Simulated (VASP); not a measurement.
# CuO (F-43m) in VASP: settings compared, part 2 of 3

VASP 6.6.1.

## 3. Single point, r2SCAN+U, collinear spin, ferromagnetic start

Contents of INCAR:

```
PREC = Accurate
ENCUT = 520
EDIFF = 1E-6
ISMEAR = 0
SIGMA = 0.05
LREAL = False
LASPH = True
NELM = 60
ALGO = Normal
ISIF = 2
LWAVE = False
LCHARG = True
ISPIN = 2
MAGMOM = 0.6 0
LORBIT = 11
NUPDOWN = 0
LMAXMIX = 4
LDAU = True
LDAUTYPE = 2
LDAUL = 2 -1
LDAUU = 6 0
LDAUJ = 0 0
LDAUPRINT = 1
METAGGA = R2SCAN
LMIXTAU = True
LELF = True
LVHAR = True
NBANDS = 20
```

Contents of KPOINTS:

```
Automatic mesh
0
Gamma
  7 7 7
```

Contents of POSCAR:

```
CuO
1.0
    0.0000000000      2.3272527300      2.3272527300
    2.3272527300      0.0000000000      2.3272527300
    2.3272527300      2.3272527300      0.0000000000
Cu O
1 1
Direct
    0.0000000000      0.0000000000      0.0000000000
    0.2500000000      0.2500000000      0.2500000000
```

Potentials or basis: VASP PAW PBE potentials, release 64 (Cu, O).

On the command line:

```sh
cat potpaw_PBE.64/Cu/POTCAR potpaw_PBE.64/O/POTCAR > POTCAR
mpirun -np 1 vasp_std > vasp.out
```

Wall time 25 s (1 thread of Intel Xeon 6975P-C (Granite Rapids), shared host); peak memory 0.16 GiB.

Results (log left out):

```
Free energy                                           : -15.6293 eV
Pressure                                              : -16.1 GPa
Net moment                                            : 0.00 μB per cell
Valence electrons inside the program's atomic spheres : Cu 9.93; O 4.90
```

Eigenvalues of the final occupation matrices:
| site | spin | trace | eigenvalues |
| --- | --- | --- | --- |
| site 1 d | 1 | 4.66 | 0.91 0.91 0.91 0.97 0.97 |
| site 1 d | 2 | 4.66 | 0.91 0.91 0.91 0.97 0.97 |

Caveat: the PAW data sets were made with another functional, which shifts forces and pressure a little; the total moment is fixed, so each spin has its own Fermi level. The state reached can hang on the start; a lower one may exist.

## 4. Optical spectrum, PBE

Contents of INCAR:

```
  PREC = Accurate
  ENCUT = 520
  EDIFF = 1E-6
  ISMEAR = 0
  SIGMA = 0.02
  LREAL = False
  LASPH = True
  NELM = 80
  ALGO = Normal
  ISIF = 2
  LWAVE = False
  LCHARG = False
  GGA = PE
  LOPTICS = True
  NBANDS = 56
  NEDOS = 1000
  CSHIFT = 0.1
```

Contents of KPOINTS:

```
Automatic mesh
0
Gamma
  10 10 10
```

POSCAR is that of step 3.

Potentials or basis: VASP PAW PBE potentials, release 64 (Cu, O).

On the command line:

```sh
cat potpaw_PBE.64/Cu/POTCAR potpaw_PBE.64/O/POTCAR > POTCAR
mpirun -np 1 vasp_std > vasp.out
```

OUTCAR:

```text
PREC = Accurate
   ENCUT = 520
   EDIFF = 1E-6
   ISMEAR = 0
   LREAL = False
   LASPH = True
   NELM = 80
   ISIF = 2
   GGA = PE

 ion  position               nearest neighbor table
   1  0.000  0.000  0.000-   2 2.02   2 2.02   2 2.02   2 2.02
   2  0.250  0.250  0.250-   1 2.02   1 2.02   1 2.02   1 2.02

  LATTYP: Found a face centered cubic cell.
 ALAT       =     4.6545054600

  Lattice vectors:

 A1 = (   0.0000000000,   2.3272527300,   2.3272527300)
 A2 = (   2.3272527300,   0.0000000000,   2.3272527300)
 A3 = (   2.3272527300,   2.3272527300,   0.0000000000)

Analysis of symmetry for initial positions (statically):
=====================================================================
 Subroutine PRICEL returns:
 Original cell was already a primitive cell.

 Routine SETGRP: Setting up the symmetry group for a
 face centered cubic supercell.

 Subroutine GETGRP returns: Found 24 space group operations
 (whereof 24 operations were pure point group operations)
 out of a pool of 48 trial point group operations.

The static configuration has the point symmetry T_d .

Analysis of symmetry for dynamics (positions and initial velocities):
=====================================================================
 Subroutine PRICEL returns:
 Original cell was already a primitive cell.

 Routine SETGRP: Setting up the symmetry group for a
 face centered cubic supercell.

 Subroutine GETGRP returns: Found 24 space group operations
 (whereof 24 operations were pure point group operations)
 out of a pool of 48 trial point group operations.

The dynamic configuration has the point symmetry T_d .

 Subroutine INISYM returns: Found 24 space group operations
 (whereof 24 operations are pure point group operations),
 and found     1 'primitive' translations

----------------------------------------------------------------------------------------

                                     Primitive cell

  volume of cell :      25.2093

[... 125 lines left out ...]

 number of electron      16.9999985 magnetization

 Free energy of the ion-electron system (eV)
  ---------------------------------------------------
  ext. energy  EPLUGINS =         0.00000000
  ---------------------------------------------------
  free energy    TOTEN  =        -9.49612593 eV

  energy without entropy =       -9.49521682  energy(sigma->0) =       -9.49567138

 E-fermi :   3.0483     XC(G=0): -10.5765

 val. band max:        3.0476642935   @ k =   0.3000   0.2000   0.1000
 cond. band min:       3.0592538750   @ k =   0.5000   0.0000   0.0000
 fundamental gap:      0.0115895815
 Fermi energy:         3.0482791390

 k-point     1 :       0.0000    0.0000    0.0000
  band No.  band energies     occupation
      1     -15.2077      2.00000
      2      -1.2925      2.00000
      3      -1.2925      2.00000
      4      -1.2925      2.00000
      5       1.2348      2.00000
      6       1.2348      2.00000
[... 541 lines left out ...]
     19      31.2100      0.00000
     20      32.0005      0.00000

 [... further k-points ...]

 [bands above 20 left out]

------------------------ aborting loop because EDIFF is reached ----------------------------------------

  FORCE on cell =-STRESS in cart. coord.  units (eV):
  Direction    XX          YY          ZZ          XY          YZ          ZX
  --------------------------------------------------------------------------------------
  -------------------------------------------------------------------------------------
  Total       -1.4544646     -1.4544646     -1.4544646      0.0000000     -0.0000000      0.0000000
  in kB      -92.4385457    -92.4385457    -92.4385457      0.0000000     -0.0000000      0.0000000
  external PRESSURE =     -92.4385457 kB  Pullay stress =       0.0000000 kB

 VOLUME and BASIS-vectors are now :
 -----------------------------------------------------------------------------
  energy-cutoff  :      520.00
  volume of cell :       25.21
      direct lattice vectors                 reciprocal lattice vectors
     0.000000000  2.327252730  2.327252730    -0.214845596  0.214845596  0.214845596
     2.327252730  0.000000000  2.327252730     0.214845596 -0.214845596  0.214845596
     2.327252730  2.327252730  0.000000000     0.214845596  0.214845596 -0.214845596

 POSITION                                       TOTAL-FORCE (eV/Angst)
 -----------------------------------------------------------------------------------
      0.00000      0.00000      0.00000        -0.000000      0.000000     -0.000000
      1.16363      1.16363      1.16363         0.000000     -0.000000      0.000000
 -----------------------------------------------------------------------------------
    total drift:                                0.000000      0.000000     -0.000001

  FREE ENERGIE OF THE ION-ELECTRON SYSTEM (eV)
  ---------------------------------------------------
  free  energy   TOTEN  =        -9.4961259267 eV

  energy  without entropy=       -9.4952168246  energy(sigma->0) =       -9.49567138

 electrical conductivity sigma (Mega S m-1) (frequency dependency in vasprun.xml)
  --------------------------------------------------------------------------------------
       0.070       0.000      -0.000
       0.000       0.070       0.000
      -0.000       0.000       0.070

  frequency dependent IMAGINARY DIELECTRIC FUNCTION (independent particle, no local field effects) density-density
     E(ev)      X         Y         Z        XY        YZ        ZX
  --------------------------------------------------------------------------------------------------------------
     0.00000    -0.00000    -0.00000    -0.00000     0.00000     0.00000    -0.00000
     1.22541     0.17403     0.17403     0.17403    -0.00000     0.00000     0.00000
     2.45081     1.10197     1.10197     1.10197    -0.00000     0.00000     0.00000
     3.67622     0.01854     0.01854     0.01854    -0.00000     0.00000     0.00000
     4.90162     2.38129     2.38129     2.38129    -0.00000    -0.00000    -0.00000
     6.12703     1.98980     1.98980     1.98980    -0.00000     0.00000     0.00000
[... 92 lines left out ...]
   120.08970     0.00000     0.00000     0.00000    -0.00000     0.00000     0.00000
   121.31511     0.00000     0.00000     0.00000    -0.00000     0.00000     0.00000

  frequency dependent      REAL DIELECTRIC FUNCTION (independent particle, no local field effects) density-density
     E(ev)        X           Y           Z          XY          YZ          ZX
  --------------------------------------------------------------------------------------------------------------
     0.00000   342.38077   342.38077   342.38077    -0.00000    -0.00000    -0.00000
     1.22541    -4.34141    -4.34141    -4.34141     0.00000     0.00000     0.00000
     2.45081    -0.81268    -0.81268    -0.81268    -0.00000     0.00000    -0.00000
     3.67622     3.19885     3.19885     3.19885    -0.00000     0.00000    -0.00000
     4.90162     2.40433     2.40433     2.40433     0.00000     0.00000     0.00000
     6.12703     3.45323     3.45323     3.45323    -0.00000     0.00000    -0.00000
[... 92 lines left out ...]
   120.08970     0.94835     0.94835     0.94835    -0.00000    -0.00000     0.00000
   121.31511     0.94961     0.94961     0.94961    -0.00000    -0.00000     0.00000

  frequency dependent IMAGINARY DIELECTRIC FUNCTION (independent particle, no local field effects) current-current
     E(ev)      X         Y         Z        XY        YZ        ZX
  --------------------------------------------------------------------------------------------------------------
     0.00000   243.01950   243.01950   243.01950    -0.00000     0.00000    -0.00000
     1.22541     0.17794     0.17794     0.17794    -0.00000    -0.00000    -0.00000
     2.45081     1.11681     1.11681     1.11681     0.00000     0.00000     0.00000
     3.67622     0.01804     0.01804     0.01804     0.00000    -0.00000     0.00000
     4.90162     2.40223     2.40223     2.40223     0.00000    -0.00000     0.00000
     6.12703     1.99410     1.99410     1.99410    -0.00000    -0.00000     0.00000
[... 92 lines left out ...]
   120.08970     0.00000     0.00000     0.00000     0.00000     0.00000     0.00000
   121.31511     0.00000     0.00000     0.00000     0.00000     0.00000     0.00000

  frequency dependent      REAL DIELECTRIC FUNCTION (independent particle, no local field effects) current-current
     E(ev)        X           Y           Z          XY          YZ          ZX
  --------------------------------------------------------------------------------------------------------------
     0.00000   -37.01628   -37.01628   -37.01628     0.00000     0.00000     0.00000
     1.22541    -0.27593    -0.27593    -0.27593    -0.00000    -0.00000     0.00000
     2.45081     0.14051     0.14051     0.14051    -0.00000     0.00000     0.00000
     3.67622     3.65951     3.65951     3.65951     0.00000    -0.00000     0.00000
     4.90162     2.60004     2.60004     2.60004    -0.00000    -0.00000     0.00000
     6.12703     3.55703     3.55703     3.55703     0.00000     0.00000     0.00000
[... 92 lines left out ...]
   120.08970     0.94881     0.94881     0.94881     0.00000     0.00000    -0.00000
   121.31511     0.95006     0.95006     0.95006     0.00000     0.00000    -0.00000
```

stdout:

```text
POSCAR found type information on POSCAR CuO
 POSCAR found :  2 types and       2 ions
 scaLAPACK will be used
 LDA part: xc-table for (Slater+PW92), standard interpolation
 POSCAR, INCAR and KPOINTS ok, starting setup
 FFT: planning ... GRIDC
 FFT: planning ... GRID_SOFT
 FFT: planning ... GRID
 WAVECAR not read
 entering main loop
 optical routines
 imaginary and real dielectric function
 recalculating local potential from charge density
 direction            1
 direction            2
 direction            3
```

Wall time 50 s (1 thread of Intel Xeon Platinum 8259CL at 2.50GHz (Skylake/Cascade Lake), shared host); peak memory 0.19 GiB.

What came out:

```yaml
Free_energy: -9.4961 eV
Pressure: -9.2 GPa
Band_gap_on_the_k_mesh: none (metal or under the smearing width)
```

Dielectric function (mean over the directions given):
```
energy (eV)  real part  imaginary part
       0.37     -28.05           45.70
       1.35      -2.37            1.49
       2.33      -0.90            3.57
       3.43       2.51            0.45
       4.41       3.13            2.53
       5.51       2.83            0.56
       6.49       3.28            1.80
       7.47       2.62            1.65
       8.58       3.47            1.10
       9.56       2.97            0.99
      10.66       1.58            1.43
      11.64       1.48            2.47
      12.74       0.84            2.59
      13.72       0.60            4.38
      14.70       0.36            1.96
      15.81      -0.39            1.42
      16.79       0.18            1.24
      17.89       0.15            1.36
      18.87       0.06            0.43
      19.97       0.53            0.22
```

Caveat: spectra need much finer meshes, so this one isn't converged; independent-particle spectra lack excitons; the intraband (Drude) part of a metal's response may be missing; an odd number of electrons without spin polarisation forces a metal; a magnetic or distorted state may lie lower; the run has no spin polarisation, though such a crystal can be magnetic; semilocal functionals often make such compounds metallic where correlation or magnetic order opens a gap, which also shifts bond lengths. With open d or f shells a metallic result of PBE can be an artefact of self-interaction; +U or a hybrid may open a gap.

[end of part 2 of 3]
